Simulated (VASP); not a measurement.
# TiC (P-6m2) in VASP: a series of runs

One crystal, TiC, is run at these levels: revPBE, BLYP, PW91, AM05, PBE+D3; tasks: relaxation of cell and atoms.

Everything below comes from runs of VASP 6.6.1. Logs are shortened: lines on timing, memory, paths and dates and some standing lists are left out, and cuts for length are marked.

## (1) The crystal as given

It takes space group P-6m2 (No. 187, hexagonal). The conventional cell has a = 3.042 Å, b = 3.042 Å, c = 2.698 Å, α = 90.00°, β = 90.00°, γ = 120.00°. Ti (site symmetry -6m2) has 6 C at 2.21 Å as nearest neighbours. C (site symmetry -6m2) is surrounded by 6 Ti at 2.21 Å.

The cell was built by a generator and needn't be a form met in nature.

## (2) Relaxation of cell and atoms, revPBE

Contents of INCAR:

```
PREC = Accurate
ENCUT = 600
EDIFF = 1E-6
ISMEAR = -1
SIGMA = 0.05
LREAL = False
LASPH = True
NELM = 60
ALGO = Normal
ISIF = 3
LWAVE = False
LCHARG = False
GGA = RE
IBRION = 2
NSW = 40
EDIFFG = -0.02
```

Contents of KPOINTS:

```
regular mesh
0
Gamma
  10 10 10
```

Contents of POSCAR:

```
TiC
1.0
    3.0420900000      0.0000000000      0.0000000000
   -1.5210400000      2.6345200000      0.0000000000
    0.0000000000      0.0000000000      2.6979700000
Ti C
1 1
Direct
    0.0000000000      0.0000000000      0.5000000000
    0.3333300000      0.6666700000      0.0000000000
```

Potentials or basis: VASP PAW PBE potentials, release 64 (Ti_sv, C).

The run is started by

```bash
$ cat potpaw_PBE.64/Ti_sv/POTCAR potpaw_PBE.64/C/POTCAR > POTCAR
$ mpirun -np 1 vasp_std > vasp.out
```

OUTCAR:

```text
PREC = Accurate
   ENCUT = 600
   EDIFF = 1E-6
   ISMEAR = -1
   LREAL = False
   LASPH = True
   NELM = 60
   ISIF = 3
   GGA = RE
   IBRION = 2
   NSW = 40
   EDIFFG = -0.02

 ion  position               nearest neighbor table
   1  0.000  0.000  0.500-   2 2.21   2 2.21   2 2.21   2 2.21   2 2.21   2 2.21
   2  0.333  0.667  0.000-   1 2.21   1 2.21   1 2.21   1 2.21   1 2.21   1 2.21

  LATTYP: Found a hexagonal cell.
 ALAT       =     3.0420900000
 C/A-ratio  =     0.8868804013

  Lattice vectors:

 A1 = (   3.0420900000,   0.0000000000,   0.0000000000)
 A2 = (  -1.5210400000,   2.6345200000,   0.0000000000)
 A3 = (   0.0000000000,   0.0000000000,   2.6979700000)

Analysis of symmetry for initial positions (statically):
=====================================================================
 Subroutine PRICEL returns:
 Original cell was already a primitive cell.

 Routine SETGRP: Setting up the symmetry group for a
 hexagonal supercell.

 Subroutine GETGRP returns: Found  4 space group operations
 (whereof  4 operations were pure point group operations)
 out of a pool of 24 trial point group operations.

The static configuration has the point symmetry C_2v.

Analysis of symmetry for dynamics (positions and initial velocities):
=====================================================================
 Subroutine PRICEL returns:
 Original cell was already a primitive cell.

 Routine SETGRP: Setting up the symmetry group for a
 hexagonal supercell.

 Subroutine GETGRP returns: Found  4 space group operations
 (whereof  4 operations were pure point group operations)
 out of a pool of 24 trial point group operations.

The dynamic configuration has the point symmetry C_2v.

 Subroutine INISYM returns: Found  4 space group operations
 (whereof  4 operations are pure point group operations),
 and found     1 'primitive' translations

----------------------------------------------------------------------------------------

                                     Primitive cell

  volume of cell :      21.6227

  direct lattice vectors                    reciprocal lattice vectors
     3.042090000  0.000000000  0.000000000     0.328721372  0.189787269  0.000000000
    -1.521040000  2.634520000  0.000000000     0.000000000  0.379575786  0.000000000
     0.000000000  0.000000000  2.697970000     0.000000000  0.000000000  0.370649044

  length of vectors
     3.042090000  3.042081247  2.697970000     0.379574694  0.379575786  0.370649044

  position of ions in fractional coordinates (direct lattice)
     0.000000000  0.000000000  0.500000000
     0.333330000  0.666670000  0.000000000

  ion indices of the primitive-cell ions
   primitive index   ion index
                 1           1
                 2           2

----------------------------------------------------------------------------------------

 KPOINTS: regular mesh

Automatic generation of k-mesh.
 Grid dimensions read from file:
 generate k-points for:   10   10   10

 Generating k-lattice:

  Cartesian coordinates                     Fractional coordinates (reciprocal lattice)
     0.032872137  0.018978727  0.000000000     0.100000000  0.000000000  0.000000000
     0.000000000  0.037957579  0.000000000     0.000000000  0.100000000  0.000000000
     0.000000000  0.000000000  0.037064904     0.000000000  0.000000000  0.100000000

  Length of vectors
     0.037957469  0.037957579  0.037064904

  Shift w.r.t. Gamma in fractional coordinates (k-lattice)
     0.000000000  0.000000000  0.000000000

 Subroutine IBZKPT returns following result:
 ===========================================

 Found    186 irreducible k-points:

 Following reciprocal coordinates:
            Coordinates               Weight
  0.000000  0.000000  0.000000      1.000000
  0.100000  0.000000  0.000000      4.000000
 -0.100000  0.100000  0.000000      2.000000
  0.200000  0.000000  0.000000      4.000000
 -0.200000  0.200000  0.000000      2.000000
  0.300000  0.000000  0.000000      4.000000
[... 16 lines left out ...]
  0.200000  0.200000  0.000000      2.000000
 -0.200000  0.400000  0.000000      4.000000
 [... further k-points ...]
   k-points           NKPTS =    186   k-points in BZ     NKDIM =    186   number of bands    NBANDS=     12
   number of dos      NEDOS =    301   number of ions     NIONS =      2
   total plane-waves  NPLWV =  13824
   dimension x,y,z NGX =    24 NGY =   24 NGZ =   24
   dimension x,y,z NGXF=    48 NGYF=   48 NGZF=   48
   ions per type =               1   1
   NGX,Y,Z   is equivalent  to a cutoff of  13.12, 13.12, 14.79 a.u.
   NGXF,Y,Z  is equivalent  to a cutoff of  26.23, 26.23, 29.58 a.u.
 SYSTEM =  unknown system
   PREC   = accura    normal or accurate (medium, high low for compatibility)
   ISTART =      0    job   : 0-new  1-cont  2-samecut
   ICHARG =      2    charge: 1-file 2-atom 10-const
   ISPIN  =      1    spin polarized calculation?
   LNONCOLLINEAR =      F non collinear calculations
   LSORBIT =      F    spin-orbit coupling
   LASPH  =      T    aspherical Exc in radial PAW
   ENCUT  =  600.0 eV  44.10 Ry    6.64 a.u.   6.08  6.08  5.39*2*pi/ulx,y,z
   NELM   =     60;   NELMIN=  2; NELMDL= -5     # of ELM steps
   EDIFF  = 0.1E-05   stopping-criterion for ELM
   LREAL  =      F    real-space projection
   EDIFFG = -.2E-01   stopping-criterion for IOM
   NSW    =     40    number of steps for IOM
   IBRION =      2    ionic relax: 0-MD 1-quasi-New 2-CG
   NFREE  =      1    steps in history (QN), initial steepest desc. (CG)
   ISIF   =      3    stress and relaxation
   ISYM   =      2    0-nonsym 1-usesym 2-fastsym
   POTIM  = 0.5000    time-step for ionic-motion
   TEBEG  =    0.0;   TEEND  =   0.0 temperature during run
   PSTRESS=    0.0 pullay stress
   NELECT =      16.0000    total number of electrons
   NUPDOWN=      -1.0000    fix difference up-down
   EMIN   =  10.00;   EMAX   =-10.00  energy-range for DOS
   EFERMI =   0.00;   METHOD = LEGACY
   ISMEAR =    -1;   SIGMA  =   0.05  broadening in eV -4-tet -1-fermi 0-gaus
   EFERMI_NEDOS =   21; number of points for ismear=-14 and -15
   IALGO  =     38    algorithm
   IMIX   =      4    mixing-type and parameters
     AMIX     =   0.40;   BMIX     =  1.00
     AMIX_MAG =   1.60;   BMIX_MAG =  1.00
  volume/ion in A,a.u.               =      10.81        72.96
  Fermi-wavevector in a.u.,A,eV,Ry     =   1.480737  2.798187 29.831891  2.192582
  Thomas-Fermi vector in A             =   2.594734
   LORBIT       =      0    0 simple, 1 ext, 2 COOP (PROOUT), +10 PAW based schemes
   GGA     = RE    functional components
   LHFCALC =     F    Hartree Fock is set to
   AEXX    =    0.0000 exact exchange contribution
   IVDW    =     0    specifies the selected vdW correction
   LEPSILON=     F    determine dielectric tensor
   LRPA    =     F    only Hartree local field effects (RPA)
 conjugate gradient relaxation of ions
 non-spin polarized calculation
  energy-cutoff  :      600.00
  volume of cell :       21.62
 maximum number of plane-waves:       734
   NGX = 13   NGY = 13   NGZ = 11

--------------------------------------- Ionic step        1  -------------------------------------------

 number of electron      15.9999999 magnetization

 Free energy of the ion-electron system (eV)
  ---------------------------------------------------
  ext. energy  EPLUGINS =         0.00000000
  ---------------------------------------------------
  free energy    TOTEN  =       -16.63381286 eV

  energy without entropy =      -16.62994849  energy(sigma->0) =      -16.63188068

------------------------ aborting loop because EDIFF is reached ----------------------------------------

  FORCE on cell =-STRESS in cart. coord.  units (eV):
  Direction    XX          YY          ZZ          XY          YZ          ZX
  --------------------------------------------------------------------------------------
  -------------------------------------------------------------------------------------
  Total        0.4175369      0.4175021      0.4010343     -0.0000273      0.0000000      0.0000000
  in kB       30.9381821     30.9356054     29.7153895     -0.0020259      0.0000000      0.0000000
  external PRESSURE =      30.5297257 kB  Pullay stress =       0.0000000 kB
[... 129 lines left out ...]
  energy  without entropy=      -16.6330701093  energy(sigma->0) =      -16.63501388

--------------------------------------- Ionic step        5  -------------------------------------------

 number of electron      15.9999999 magnetization

 Free energy of the ion-electron system (eV)
  ---------------------------------------------------
  ext. energy  EPLUGINS =         0.00000000
  ---------------------------------------------------
  free energy    TOTEN  =       -16.63708102 eV

  energy without entropy =      -16.63308522  energy(sigma->0) =      -16.63508312

 E-fermi :   8.5518     XC(G=0): -12.1406

 val. band max:        8.5518346284   @ k =  -0.1000   0.4000   0.0000
 cond. band min:       8.5518553874   @ k =   0.3000   0.1000   0.0000
 fundamental gap:      0.0000207590
 Fermi energy:         8.5518494720

 k-point     1 :       0.0000    0.0000    0.0000
  band No.  band energies     occupation
      1     -48.1542      2.00000
      2     -24.2697      2.00000
      3     -24.2697      2.00000
      4     -23.8083      2.00000
      5      -3.4385      2.00000
      6       6.9655      2.00000
      7       6.9655      2.00000
      8       7.6218      2.00000
      9      10.8420      0.00000
     10      11.8147      0.00000
     11      11.8148      0.00000
     12      14.1369      0.00000
[... 331 lines left out ...]
 k-point    24 :      -0.2000    0.4000    0.0000
  band No.  band energies     occupation
      1     -48.1153      2.00000
      2     -24.5365      2.00000
      3     -24.3726      2.00000
      4     -23.7732      2.00000
      5      -1.7237      2.00000
      6       4.6510      2.00000
      7       7.2154      2.00000
      8       8.6311      0.33995
      9       8.7417      0.04393
     10      11.3866      0.00000
     11      11.9663      0.00000
     12      12.5292      0.00000

 [... further k-points ...]
[... 5 lines left out ...]
  --------------------------------------------------------------------------------------
  -------------------------------------------------------------------------------------
  Total        0.0282338      0.0282480     -0.0182784      0.0000125      0.0000000      0.0000000
  in kB        2.0610392      2.0620772     -1.3343047      0.0009128      0.0000000      0.0000000
  external PRESSURE =       0.9296039 kB  Pullay stress =       0.0000000 kB
[... 17 lines left out ...]
  FREE ENERGIE OF THE ION-ELECTRON SYSTEM (eV)
  ---------------------------------------------------
  free  energy   TOTEN  =       -16.6370810248 eV

  energy  without entropy=      -16.6330852174  energy(sigma->0) =      -16.63508312

 reached required accuracy - stopping structural energy minimisation
```

Wall time 86 s (1 thread of Intel Xeon Platinum 8559C (Emerald Rapids), shared host); peak memory 0.19 GiB.

Results:

- Free energy: -16.6371 eV
- Relaxed volume: 10.97 Å³/atom
- Relaxed cell: a = 3.060 Å, b = 3.060 Å, c = 2.707 Å, α = 90.00°, β = 90.00°, γ = 120.00°
- Space group after relaxing (to 0.05 Å): P-6m2 (No. 187)
- Energy gained by relaxing: 1.6 meV/atom
- Ionic steps: 5
- Pressure after relaxing: 0.1 GPa
- Band gap on the k mesh: none (metal or under the smearing width)

The path:
| step | energy change (eV) | largest force (eV/Å) | pressure (GPa) | volume (Å³) |
| --- | --- | --- | --- | --- |
| 1 | 0.0000 | 0.0001 | 3.05 | 21.62 |
| 2 | 0.0000 | 0.0000 | -2.91 | 22.27 |
| 3 | -0.0031 | 0.0001 | -0.02 | 21.95 |
| 4 | -0.0031 | 0.0001 | 0.02 | 21.94 |
| 5 | -0.0033 | 0.0000 | 0.09 | 21.95 |

Final structure:
```xyz
2
Lattice="3.0599 0.0000 0.0000 -1.5299 2.6499 0.0000 0.0000 0.0000 2.7068" Properties=species:S:1:pos:R:3 pbc="T T T"
Ti    3.0599    0.0000    1.3534
C     0.0000    1.7666    0.0000
```

Caveat: the PAW data sets were made with another functional, which shifts forces and pressure a little.

## (3) Relaxation of cell and atoms, BLYP

Contents of INCAR:

```
SYSTEM = TiC
  PREC = Accurate
  ENCUT = 600
  EDIFF = 1E-6
  ISMEAR = -1
  SIGMA = 0.05
  LREAL = .False.
  LASPH = .True.
  NELM = 60
  ALGO = Normal
  ISIF = 3
  LWAVE = .False.
  LCHARG = .False.
  GGA = B5
  ALDAX = 1.0
  AGGAX = 1.0
  AGGAC = 1.0
  ALDAC = 0.0
  IBRION = 2
  NSW = 60
  EDIFFG = -0.01
```

Contents of KPOINTS:

```
regular mesh
0
Gamma
  10 10 10
  0 0 0
```

POSCAR is that of step 2.

Potentials or basis: VASP PAW PBE potentials, release 64 (Ti_sv, C).

The run is started by

```bash
$ cat potpaw_PBE.64/Ti_sv/POTCAR potpaw_PBE.64/C/POTCAR > POTCAR
$ mpirun -np 1 vasp_std > vasp.out
```

Wall time 2 min (1 thread of Intel Xeon Platinum 8559C (Emerald Rapids), shared host); peak memory 0.19 GiB.

Results (log left out):

```yaml
Free_energy: -15.7642 eV
Relaxed_volume: 11.19 Å³/atom
Relaxed_cell: a = 3.086 Å, b = 3.086 Å, c = 2.715 Å, α = 90.00°, β = 90.00°, γ = 120.00°
Space_group_after_relaxing_to_0.05_Å: P-6m2 (No. 187)
Energy_gained_by_relaxing: 8.6 meV/atom
Ionic_steps: 8
Pressure_after_relaxing: 0.0 GPa
Band_gap_on_the_k_mesh: none (metal or under the smearing width)
```

Stress tensor (GPa, compression positive):
```
-0.01  0.00  0.00
 0.00 -0.01  0.00
 0.00  0.00  0.11
```

Step by step:
```
step  energy change (eV)  largest force (eV/Å)  pressure (GPa)  volume (Å³)
   1              0.0000                0.0001            7.30        21.62
   2              0.0015                0.0000           -6.76        23.20
   3             -0.0166                0.0001           -0.08        22.38
   4             -0.0166                0.0001            0.04        22.36
   5             -0.0170                0.0000            0.11        22.38
   6             -0.0171                0.0000            0.14        22.39
   7             -0.0171                0.0000            0.10        22.39
   8             -0.0171                0.0000            0.03        22.39
```

Final structure:
```xyz
2
Lattice="3.0855 0.0000 0.0000 -1.5428 2.6721 0.0000 0.0000 0.0000 2.7154" Properties=species:S:1:pos:R:3 pbc="T T T"
Ti    3.0855    0.0000    1.3577
C     0.0000    1.7814    0.0000
```

Levels at points of the mesh, in eV from the Fermi level:
```tsv
k point	band 6	band 7	band 8	band 9	band 10	band 11
(0.00, 0.00, 0.00)	-1.60	-1.60	-0.85	2.26	3.08	3.08
(0.50, 0.00, 0.00)	-4.58	-0.65	-0.27	0.14	2.82	3.19
(0.50, 0.50, 0.00)	-4.58	-0.65	-0.27	0.14	2.82	3.19
(0.00, 0.00, 0.50)	-5.28	-0.58	-0.58	1.04	1.04	4.44
(0.50, 0.00, 0.50)	-3.82	-2.42	-2.18	1.57	2.98	4.03
(0.50, 0.50, 0.50)	-3.82	-2.42	-2.18	1.57	2.98	4.03
```

Caveat: the PAW data sets were made with another functional, which shifts forces and pressure a little.

[end of part 1 of 3]
